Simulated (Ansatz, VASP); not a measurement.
**Zn in VASP and in Ansatz**

```
Zn
1.0
    -1.56904    1.56904    1.52197
     1.56904   -1.56904    1.52197
     1.56904    1.56904   -1.52197
Zn
1
Direct
  0.00000 0.00000 0.00000
```

Change from the starting cell: strain +0.000 along x and y, -0.030 along z, atoms carried along.

Alike in both runs: task single point; functional LDA; k mesh 22 × 22 × 22; occupations gaussian, width 0.15 eV; no spin polarisation.

|  | VASP | Ansatz |
| --- | --- | --- |
| version | VASP 6.6.1 | Ansatz 0.2.0 |
| potentials or method | VASP PAW LDA potentials, release 64 (Zn) | scalar-relativistic, plane waves, PAW |
| plane-wave cutoff (eV) | 520 | 420 |
| valence electrons in the cell | 12 | 12 |

Ansatz gave:

* gap on the k mesh at the Fermi level (eV): none
* pressure (GPa): -6.7
* largest component of the traceless stress (GPa): 1.16

Question: Estimate VASP's values.

Answer: gap on the k mesh at the Fermi level (eV): none; pressure (GPa): -6.3; largest component of the traceless stress (GPa): 1.16.

A gap of «none» marks a metal or a gap that the smearing closes.
